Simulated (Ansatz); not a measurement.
# Dielectric response of BaS (001) films

Wanted: ε of rocksalt BaS (001) by finite fields on slabs, and the band edges against the vacuum where run.

Method: plane-wave DFT, PBEsol, Ansatz PAW, in the first sound run; inputs show where later runs differ, in Ansatz 0.2.0.

## Step 1: The starting structure

The cell holds 6 atoms: 3 Ba and 3 S. Cell: a = 4.518 Å, b = 4.518 Å, c = 24.390 Å, α = 90.0°, β = 90.0°, γ = 90.0°. It derives from BaS (rocksalt BaS). Vacuum lies along c.

## Step 2: Relaxing the film, 6 atoms, units 3

The structure is relaxed first, because levels and dipoles at a surface follow the positions of the outer atoms.

input.yaml reads:

```yaml
crystal:
  lattice:
    - [4.51841233, 0.0, 0.0]
    - [0.0, 4.51841233, 0.0]
    - [0.0, 0.0, 24.39]
  atoms:
    - { symbol: Ba, position: [0.5, 0.5, 0.36900369] }
    - { symbol: S, position: [0.0, 0.0, 0.36900369] }
    - { symbol: Ba, position: [0.0, 0.0, 0.5] }
    - { symbol: S, position: [0.5, 0.5, 0.5] }
    - { symbol: Ba, position: [0.5, 0.5, 0.63099631] }
    - { symbol: S, position: [0.0, 0.0, 0.63099631] }
kpoints:
  mp_grid: { grid: [6, 6, 1] }
hamiltonian:
  xc: pbesol
scf:
  occupations: { method: fixed }
  convergence: { dr2_threshold: 1.0e-09 }
efield:
  axis: 3
  dipole_correction: true
  ramp_position: 0.97
  ramp_width: 0.06
relax:
  f_tol: 0.003
  max_steps: 100
output:
  write_potential: true
  write_density: true
  volumetric_format: npy
```

Started as:

```sh
> ansatz run input.yaml --threads 4 --pin off --max-ram 12288MiB --backend cpu --events-out ev --progress --plain --runs-dir out
```

Numbers of over 12 decimals in the logs are rounded to 6 here.

The program printed:

```text
Engine: ansatz 0.2.0, aarch64-unknown-linux-gnu
Pseudopotentials: kind: paw
Pseudopotential: Ba, paw, valence charge 10, recommended cutoff 420 eV (normal), Ba.paw.azcp
Pseudopotential: S, paw, valence charge 6, recommended cutoff 420 eV (normal), S.paw.azcp
Functional definition: PBEsol
  exchange = pbesol_x
  correlation = pbesol_c
Crystal: 6 atoms, lattice volume = 497.947 Å³
Basis set: ecut = 420 eV, 9769 PW (Γ), exchange–correlation on 64×64×360 points (8 copies of the dense FFT grid, shifted against one another)
Bands: 30, of which v1, the nominal top of the filled ones, is band 24 counted from 1 (23 counted from 0)
Symmetry: 8 space group operations
k-points: 10 of 36
Non-local potential: Ba, projectors of the file, l = 0: 3, l = 1: 2, l = 2: 2, l = 3: 2
Non-local potential: S, projectors of the file, l = 0: 2, l = 1: 2, l = 2: 2
PAW form: soft (Blöchl's): semilocal exchange-correlation on the pseudo side does not see the compensation charge
PAW frozen core: Ba, regenerated for the run's functional, and the local potential with it (the file was generated under x = pbe(κ = 0.804, μ = 0.219515), c = pbe(β = 0.066725))
PAW frozen core: S, regenerated for the run's functional, and the local potential with it (the file was generated under x = pbe(κ = 0.804, μ = 0.219515), c = pbe(β = 0.066725))
PAW one-centre angular grid: Ba, 194 points (default); XC on 64 Gauss nodes
PAW one-centre angular grid: S, 110 points (default); XC on 64 Gauss nodes
Initial density: superposition of atomic densities (neutral atoms: chi_scale 0, normalization atom), corrected by the library's trained network
Initial wavefunctions: pseudopotential atomic-orbital guess
Functional: x = pbesol(κ = 0.804, μ = 0.123457), c = pbesol(β = 0.046)
SCF iter   1: F=—  HF=-20254.431686 eV  |F-HF|=—  |Δ(HF+E_count)|=         —  Δρ=2.62e-3  dr2=7.85e-2  ethr=1.77e-3  p=0.000 e·Å  D=1.87e-14 V/Å  ΔV_dip=-0.00 eV  dr2_dipole=2.42e-10  V_vac-E_F(+/−)=4.17/4.17 eV  ⟨swp⟩=7.1  Hψ=1523  notcnv=0  defer=35
efield: sawtooth ramp at fractional position 0.9700 (set: `efield.ramp_position`, or a place that a band, a saddle search or an elastic batch's reference lends), width 0.0600; the density the first Hamiltonian is built on has a dipole p = 0.000 e·Å; the dipole correction subtracts the counter field D = 1.87e-14 V/Å, which shifts the + side's vacuum level by -0.00 eV against the − side's; the planar-averaged density in the ramp window peaks in size at 1.3e-5 e/Å³
preconditioner: auto → Resta (q_TF=auto, 1.847 Å⁻¹)  ε∞=2.0  [insulator: Δε(μ)=2.003 eV  Ē_g=10.700 eV  n_scr=50 (ndim 8)  ℏωp=10.8 eV  f_vac=0.564  ε∞_Penn≈2.0  vacuum switching on, ρ_ref=8.3e-3 e/Å³]
SCF iter   2: F=—  HF=-20254.414122 eV  |F-HF|=—  |Δ(HF+E_count)|=   1.76e-2  Δρ=6.78e-4  dr2=1.83e-3  ethr=1.64e-4  p=0.000 e·Å  D=3.50e-6 V/Å  ΔV_dip=-0.00 eV  dr2_dipole=1.28e-10  V_vac-E_F(+/−)=4.24/4.24 eV  ⟨swp⟩=3.0  Hψ=534  notcnv=0  defer=41
density mixer auto → msr1: gapped (density of states about μ 0.04 of a free-electron gas's, 50 screened modes)
SCF iter   3: F=—  HF=-20254.414936 eV  |F-HF|=—  |Δ(HF+E_count)|=   8.14e-4  Δρ=3.39e-4  dr2=5.21e-4  ethr=3.82e-6  p=0.000 e·Å  D=9.85e-7 V/Å  ΔV_dip=-0.00 eV  dr2_dipole=1.83e-11  V_vac-E_F(+/−)=4.23/4.23 eV  ⟨swp⟩=2.9  Hψ=501  notcnv=0  defer=40
SCF iter   4: F=—  HF=-20254.415480 eV  |F-HF|=—  |Δ(HF+E_count)|=   5.44e-4  Δρ=1.35e-4  dr2=1.57e-4  ethr=1.09e-6  p=-0.000 e·Å  D=-1.76e-7 V/Å  ΔV_dip=0.00 eV  dr2_dipole=1.88e-11  V_vac-E_F(+/−)=4.22/4.22 eV  ⟨swp⟩=3.3  Hψ=423  notcnv=0  defer=40
SCF iter   5: F=—  HF=-20254.415514 eV  |F-HF|=—  |Δ(HF+E_count)|=   3.35e-5  Δρ=3.08e-5  dr2=8.04e-6  ethr=3.28e-7  p=0.000 e·Å  D=3.12e-7 V/Å  ΔV_dip=-0.00 eV  dr2_dipole=3.60e-13  V_vac-E_F(+/−)=4.22/4.22 eV  ⟨swp⟩=2.2  Hψ=404  notcnv=0  defer=39
SCF iter   6: F=—  HF=-20254.415514 eV  |F-HF|=—  |Δ(HF+E_count)|=   4.20e-7  Δρ=1.23e-5  dr2=9.70e-7  ethr=1.67e-8  p=0.000 e·Å  D=1.05e-7 V/Å  ΔV_dip=-0.00 eV  dr2_dipole=2.03e-13  V_vac-E_F(+/−)=4.22/4.22 eV  ⟨swp⟩=2.8  Hψ=509  notcnv=0  defer=38
SCF iter   7: F=—  HF=-20254.415683 eV  |F-HF|=—  |Δ(HF+E_count)|=   1.69e-4  Δρ=4.08e-6  dr2=1.54e-7  ethr=2.02e-9  p=0.000 e·Å  D=3.82e-7 V/Å  ΔV_dip=-0.00 eV  dr2_dipole=2.76e-12  V_vac-E_F(+/−)=4.22/4.22 eV  ⟨swp⟩=2.0  Hψ=534  notcnv=0  defer=36
SCF iter   8: F=—  HF=-20254.415683 eV  |F-HF|=—  |Δ(HF+E_count)|=   3.23e-8  Δρ=1.61e-6  dr2=2.21e-8  ethr=3.21e-10  p=0.000 e·Å  D=4.59e-8 V/Å  ΔV_dip=-0.00 eV  dr2_dipole=2.77e-13  V_vac-E_F(+/−)=4.22/4.22 eV  ⟨swp⟩=2.0  Hψ=388  notcnv=0  defer=36
SCF iter   9: F=—  HF=-20254.415683 eV  |F-HF|=—  |Δ(HF+E_count)|=   4.45e-9  Δρ=3.46e-7  dr2=1.12e-9  ethr=4.61e-11  p=0.000 e·Å  D=3.15e-7 V/Å  ΔV_dip=-0.00 eV  dr2_dipole=1.50e-12  V_vac-E_F(+/−)=4.22/4.22 eV  ⟨swp⟩=2.0  Hψ=522  notcnv=0  defer=36
SCF iter  10: F=-20254.415683 eV  HF=-20254.415683 eV  |F-HF|=0.00e0  |Δ(HF+E_count)|=  8.73e-11  Δρ=6.23e-8  dr2=2.87e-11  ethr=2.08e-12  p=-0.000 e·Å  D=-6.94e-8 V/Å  ΔV_dip=0.00 eV  dr2_dipole=2.56e-13  V_vac-E_F(+/−)=4.22/4.22 eV  ⟨swp⟩=7.6  Hψ=1721  notcnv=0
SCF 1 converged in 10 iterations: F = -20254.415683 eV  dr2 = 2.87e-11
  greatest PAW one-centre occupation: 0.955 electrons in one spin orbital (limit 2), on the Ba atom at site 2 (counted from 0), in its partial waves of l = 0
relax step   1: F+E_penalty+E_count = -20254.41568253 eV  Δ(F+E_penalty+E_count) = +0.000e0 eV  max|allowed force component| = 2.438e-1 eV/Å  Δτ_max = 0.0000 Å  (10 SCF iters, accepted)
Initial density: handed on by an earlier stage of this run
Initial wavefunctions: those handed on with the density
iter 1 solved again at ethr=2.51e-4 eV; its pass at ethr=3.10e-3 eV (dr2=1.20e-1 eV) is discarded
SCF iter   1: F=—  HF=-20254.458137 eV  |F-HF|=—  |Δ(HF+E_count)|=         —  Δρ=2.80e-3  dr2=1.22e-1  ethr=2.51e-4  p=-0.000 e·Å  D=-6.94e-8 V/Å  ΔV_dip=0.00 eV  dr2_dipole=4.15e-12  V_vac-E_F(+/−)=4.25/4.25 eV  ⟨swp⟩=1.4  Hψ=1283  notcnv=0  defer=36
efield: sawtooth ramp at fractional position 0.9700 (set: `efield.ramp_position`, or a place that a band, a saddle search or an elastic batch's reference lends), width 0.0600; the density the first Hamiltonian is built on has a dipole p = -0.000 e·Å; the dipole correction subtracts the counter field D = -6.94e-8 V/Å, which shifts the + side's vacuum level by +0.00 eV against the − side's; the planar-averaged density in the ramp window peaks in size at 6.7e-8 e/Å³
[...]
SCF iter   4: F=—  HF=-20254.453058 eV  |F-HF|=—  |Δ(HF+E_count)|=   2.49e-5  Δρ=3.79e-5  dr2=9.06e-6  ethr=1.29e-7  p=-0.000 e·Å  D=-2.83e-7 V/Å  ΔV_dip=0.00 eV  dr2_dipole=1.13e-11  V_vac-E_F(+/−)=4.29/4.29 eV  ⟨swp⟩=2.0  Hψ=392  notcnv=0  defer=36  κ⁻¹=7.6e-3(r=3)
SCF iter   5: F=—  HF=-20254.453066 eV  |F-HF|=—  |Δ(HF+E_count)|=   8.11e-6  Δρ=8.32e-6  dr2=3.55e-7  ethr=1.89e-8  p=0.000 e·Å  D=7.62e-7 V/Å  ΔV_dip=-0.00 eV  dr2_dipole=1.39e-11  V_vac-E_F(+/−)=4.28/4.28 eV  ⟨swp⟩=2.0  Hψ=485  notcnv=0  defer=25  κ⁻¹=2.5e-4(r=4)
SCF iter   6: F=—  HF=-20254.453233 eV  |F-HF|=—  |Δ(HF+E_count)|=   1.67e-4  Δρ=2.91e-6  dr2=5.56e-8  ethr=7.39e-10  p=-0.000 e·Å  D=-3.39e-7 V/Å  ΔV_dip=0.00 eV  dr2_dipole=1.21e-11  V_vac-E_F(+/−)=4.28/4.28 eV  ⟨swp⟩=3.0  Hψ=522  notcnv=0  defer=21  κ⁻¹=1.1e-4(r=5)
SCF iter   7: F=—  HF=-20254.453233 eV  |F-HF|=—  |Δ(HF+E_count)|=   8.85e-8  Δρ=9.70e-7  dr2=6.75e-9  ethr=1.16e-10  p=0.000 e·Å  D=3.52e-7 V/Å  ΔV_dip=-0.00 eV  dr2_dipole=1.24e-12  V_vac-E_F(+/−)=4.28/4.28 eV  ⟨swp⟩=3.0  Hψ=520  notcnv=0  defer=21  κ⁻¹=7.9e-6(r=6)
SCF iter   8: F=-20254.453233 eV  HF=-20254.453233 eV  |F-HF|=6.11e-10  |Δ(HF+E_count)|=   6.52e-9  Δρ=3.60e-7  dr2=5.52e-10  ethr=2.08e-12  p=-0.000 e·Å  D=-2.72e-9 V/Å  ΔV_dip=0.00 eV  dr2_dipole=2.17e-13  V_vac-E_F(+/−)=4.28/4.28 eV  ⟨swp⟩=8.1  Hψ=1843  notcnv=0
SCF 3 converged in 8 iterations: F = -20254.453233 eV  dr2 = 5.52e-10
relax step   3: F+E_penalty+E_count = -20254.45323336 eV  Δ(F+E_penalty+E_count) = -5.794e-3 eV  max|allowed force component| = 2.567e-2 eV/Å  Δτ_max = 0.0402 Å  (8 SCF iters, accepted)
SCF iter   1: F=—  HF=-20254.453296 eV  |F-HF|=—  |Δ(HF+E_count)|=         —  Δρ=7.42e-5  dr2=2.38e-4  ethr=1.24e-6  p=-0.000 e·Å  D=-2.72e-9 V/Å  ΔV_dip=0.00 eV  dr2_dipole=7.36e-13  V_vac-E_F(+/−)=4.28/4.28 eV  ⟨swp⟩=6.0  Hψ=880  notcnv=0  defer=40
efield: sawtooth ramp at fractional position 0.9700 (set: `efield.ramp_position`, or a place that a band, a saddle search or an elastic batch's reference lends), width 0.0600; the density the first Hamiltonian is built on has a dipole p = -0.000 e·Å; the dipole correction subtracts the counter field D = -2.72e-9 V/Å, which shifts the + side's vacuum level by +0.00 eV against the − side's; the planar-averaged density in the ramp window peaks in size at 3.1e-8 e/Å³
preconditioner: auto → Resta (q_TF=auto, 1.847 Å⁻¹)  ε∞=2.0  [insulator: Δε(μ)=2.065 eV  Ē_g=10.674 eV  n_scr=50 (ndim 8)  ℏωp=10.8 eV  f_vac=0.573  ε∞_Penn≈2.0  vacuum switching on, ρ_ref=8.3e-3 e/Å³]
SCF iter   2: F=—  HF=-20254.453243 eV  |F-HF|=—  |Δ(HF+E_count)|=   5.23e-5  Δρ=4.61e-5  dr2=1.73e-5  ethr=4.97e-7  p=0.000 e·Å  D=1.86e-7 V/Å  ΔV_dip=-0.00 eV  dr2_dipole=5.04e-15  V_vac-E_F(+/−)=4.29/4.29 eV  ⟨swp⟩=2.1  Hψ=463  notcnv=0  defer=40  κ⁻¹=1.0e0(r=1)
density mixer auto → broyden: gapped, where msr1 would fit the directions that read negative (density of states about μ 0.05 of a free-electron gas's, 50 screened modes)
SCF iter   3: F=—  HF=-20254.453244 eV  |F-HF|=—  |Δ(HF+E_count)|=   4.31e-7  Δρ=1.96e-5  dr2=3.69e-6  ethr=3.59e-8  p=0.000 e·Å  D=2.00e-7 V/Å  ΔV_dip=-0.00 eV  dr2_dipole=9.80e-15  V_vac-E_F(+/−)=4.29/4.29 eV  ⟨swp⟩=2.0  Hψ=475  notcnv=0  defer=23  κ⁻¹=2.3e-2(r=2)
SCF iter   4: F=—  HF=-20254.453411 eV  |F-HF|=—  |Δ(HF+E_count)|=   1.67e-4  Δρ=6.00e-6  dr2=2.01e-7  ethr=7.69e-9  p=0.000 e·Å  D=1.66e-7 V/Å  ΔV_dip=-0.00 eV  dr2_dipole=1.92e-14  V_vac-E_F(+/−)=4.30/4.30 eV  ⟨swp⟩=2.1  Hψ=397  notcnv=0  defer=17  κ⁻¹=9.9e-4(r=3)
SCF iter   5: F=—  HF=-20254.453411 eV  |F-HF|=—  |Δ(HF+E_count)|=   1.46e-7  Δρ=2.14e-6  dr2=2.55e-8  ethr=4.18e-10  p=0.000 e·Å  D=1.23e-7 V/Å  ΔV_dip=-0.00 eV  dr2_dipole=6.87e-14  V_vac-E_F(+/−)=4.30/4.30 eV  ⟨swp⟩=2.3  Hψ=499  notcnv=0  defer=17  κ⁻¹=1.6e-4(r=4)
SCF iter   6: F=—  HF=-20254.453411 eV  |F-HF|=—  |Δ(HF+E_count)|=   2.74e-8  Δρ=4.67e-7  dr2=1.08e-9  ethr=5.32e-11  p=0.000 e·Å  D=2.05e-7 V/Å  ΔV_dip=-0.00 eV  dr2_dipole=5.94e-14  V_vac-E_F(+/−)=4.30/4.30 eV  ⟨swp⟩=2.0  Hψ=489  notcnv=0  defer=17  κ⁻¹=4.9e-6(r=5)
SCF iter   7: F=-20254.453411 eV  HF=-20254.453411 eV  |F-HF|=2.55e-10  |Δ(HF+E_count)|=   1.51e-9  Δρ=1.57e-7  dr2=1.50e-10  ethr=2.08e-12  p=0.000 e·Å  D=1.32e-7 V/Å  ΔV_dip=-0.00 eV  dr2_dipole=3.21e-13  V_vac-E_F(+/−)=4.30/4.30 eV  ⟨swp⟩=7.0  Hψ=1649  notcnv=0
SCF 4 converged in 7 iterations: F = -20254.453411 eV  dr2 = 1.50e-10
relax step   4: F+E_penalty+E_count = -20254.45341074 eV  Δ(F+E_penalty+E_count) = -1.774e-4 eV  max|allowed force component| = 5.977e-4 eV/Å  Δτ_max = 0.0038 Å  (7 SCF iters, accepted)
NSCF: frozen V_eff on 10 k-points
the band table was solved once a step of the walk had ended and its energy, with any forces and stress, was formed, with the checks that follow a solve (2108 applications of the Hamiltonian). They found nothing against the state; the energy, forces and stress were not computed again (output.eigenvalues in the input reference)
SCF converged after 7 iterations
Stability not checked: this state was not tested for a lower state beside it, because the mixer in use, unlike msr1, does not test its closes by its own steps (another_mixer; see scf.mixing.algorithm and scf.lower_state_search)
Free energy (F): -20254.453411 eV
Harris-Foulkes:  -20254.453411 eV  (|F-HF|=2.55e-10)
Internal energy: -20254.453411 eV  (E = F + TS)
E sigma→0 (E₀):  -20254.453411 eV
Fermi energy:    -0.311987 eV
Dipole field:    D = -0.000000 V/Å  (p = -0.000001 e·Å, saw-weighted, corrected)
Work function:   Φ+ = 4.2968 eV   Φ− = 4.2968 eV
Levels:          The Fermi level and band energies are counted from a zero that moves with the ramp; work functions are not
--- Per-component energies (eV) ---
  E_band       = -452.896370
  E_kinetic    = 825.768238
  E_local      = -17841.912908  (includes V_loc(G=0)·N_el)
  E_nonlocal   = 259.945541
  E_hartree    = 8549.950147
  E_xc         = -790.591674
  E_vxc        = -670.908317  (∫ρ·V_xc dr)
  E_paw        = -17173.771696  (= ΣΔE_a)
  E_vpaw       = -125.689958  (= ΣTr[D̂ρ^β])
  E_aug_tail   = -0.000001  (compensation charges beyond the density's cutoff)
  E_efield     = 0.000000  (sawtooth field / dipole correction)
  E_vefield    = 0.000000  (∫n·V_field dr)
  E_ewald      = 5915.518796
  E_core_change = 0.640147  (= ΣΔE_core)
  E_smearing   = -0.000000  (= −TS)
  E_closure    = 0.000000  (closes the sum)
  Σ components = -20254.453411   (vs F -20254.453411, Δ=0.00e0)
--- Forces (eV/Å), atoms counted from 1 ---
  atom   1  Ba     0.00000000     0.00000000     0.00049354
  atom   2  S      0.00000000     0.00000000     0.00059770
  atom   3  Ba     0.00000000     0.00000000    -0.00000123
  atom   4  S      0.00000000     0.00000000     0.00000178
  atom   5  Ba     0.00000000     0.00000000    -0.00049563
  atom   6  S     -0.00000000     0.00000000    -0.00059621
  max |Σ_I F_I| component: 3.98e-8 eV/Å
--- Band table (eV; the first three rows and the last of 10) ---
  k-point 0: bands = [... 20 lower, -0.3824, -0.3824, -0.3120, -0.3120, 1.7464, 2.3220, 2.6922, 3.1316, ... 2 higher]
  k-point 1: bands = [... 20 lower, -0.8136, -0.6531, -0.5903, -0.5570, 2.2911, 2.8078, 2.9558, 3.3309, ... 2 higher]
  k-point 2: bands = [... 20 lower, -1.1000, -1.0975, -1.0420, -0.6367, 3.4836, 3.5835, 3.5979, 3.9136, ... 2 higher]
  k-point 9: bands = [... 20 lower, -0.6924, -0.5367, -0.5367, -0.3143, 2.1284, 2.1284, 3.5049, 3.5049, ... 2 higher]
--- Relaxed structure (4 steps of the walk, 4 accepted, 0 SCFs on fresh bases) ---
  F+E_penalty+E_count = -20254.45341074 eV   max|allowed force component| = 5.977e-4 eV/Å
  atoms:
    - { symbol: Ba, position: [0.5, 0.5, 0.373170] }
    - { symbol: S, position: [0, 0.0, 0.372663] }
    - { symbol: Ba, position: [0, 0.0, 0.500000] }
    - { symbol: S, position: [0.5, 0.5, 0.500000] }
    - { symbol: Ba, position: [0.5, 0.5, 0.626830] }
    - { symbol: S, position: [0, 0.0, 0.627337] }
```

Elapsed: 14 s, on 4 threads of Arm Neoverse V1, shared host; peak memory 0.76 GiB; 54 s of CPU time.

The steps of the relaxation:

```
step  energy less that of the first step (eV)  largest force component (eV/Å)
   1                                   0.0000                          0.2438
   2                                  -0.0318                          0.1716
   3                                  -0.0376                          0.0257
   4                                  -0.0377                          0.0006
```

The run keeps the 8 symmetry operations that it works with, so distortions that break them were not tested.

The atoms that moved most (Å):

| atom | dx | dy | dz | length |
| --- | --- | --- | --- | --- |
| Ba1 | 0.000 | 0.000 | 0.102 | 0.102 |
| Ba5 | 0.000 | 0.000 | -0.102 | 0.102 |
| S6 | 0.000 | 0.000 | -0.089 | 0.089 |
| S2 | 0.000 | 0.000 | 0.089 | 0.089 |

The relaxed structure:

```xyz
6
Lattice="4.5184 0.0000 0.0000 0.0000 4.5184 0.0000 0.0000 0.0000 24.3900" Properties=species:S:1:pos:R:3
Ba    2.2592    2.2592    9.1016
S     0.0000    0.0000    9.0892
Ba    0.0000    0.0000   12.1950
S     2.2592    2.2592   12.1950
Ba    2.2592    2.2592   15.2884
S     0.0000    0.0000   15.3008
```

This step gave:

* gap on the k-mesh: 2.058 eV
* dipole along the normal: -9.68e-7 e·Å
* ionisation energy, upper face: 4.297 eV
* electron affinity, upper face: 2.238 eV

Running mean over 3.195 Å of the planar mean; the ramp of the sawtooth is left out. Table of electron's electrostatic potential energy less the highest filled level by z:

z (Å), electron's electrostatic potential energy less the highest filled level (eV) and a bar from the least value:
```
      3.0       4.30 ##############################
      3.5       4.30 ##############################
      4.0       4.30 ##############################
      4.5       4.29 ##############################
      5.0       4.29 ##############################
      5.5       4.27 ##############################
      6.0       4.20 ##############################
      6.5       3.94 ############################
      7.0       2.94 ########################
      7.5       1.07 ################
      8.0      -0.80 #######
      8.5      -1.76 ###
      9.0      -2.00 ##
      9.5      -2.07 #
     10.0      -2.24 #
     10.5      -2.39 
     11.0      -2.35 
     11.5      -2.16 #
     12.0      -2.06 #
     12.5      -2.07 #
     13.0      -2.20 #
     13.5      -2.37 
     14.0      -2.37 
     14.5      -2.19 #
     15.0      -2.05 #
     15.5      -1.97 ##
     16.0      -1.64 ###
     16.5      -0.44 #########
     17.0       1.51 #################
     17.5       3.26 #########################
     18.0       4.03 #############################
     18.5       4.22 ##############################
     19.0       4.28 ##############################
     19.5       4.29 ##############################
     20.0       4.29 ##############################
     20.5       4.30 ##############################
     21.0       4.30 ##############################
```

The relaxation took 4 steps and lowered the energy by 0.038 eV; the largest force on the free atoms ends at 6.0e-4 eV/Å.

The gap is 2.06 eV, with the valence edge 4.30 eV and the conduction edge 2.24 eV under the upper vacuum level.

(Continued in part 2 of 4.)

[Logs are printed without paths, hosts, clocks, repeated set-up lines and the standing remarks that a program may print on its own settings, such as how far it seeks lower states.]

[Hosts, paths, dates, database ids (printed as entryN), source tags and the programs' standing remarks are cut or masked in the printed files.]

[Maps of the electrostatic potential energy from Ansatz leave out the sawtooth potential of an applied field or a dipole correction, so their vacuum need not be flat; planar profiles and work functions include it.]
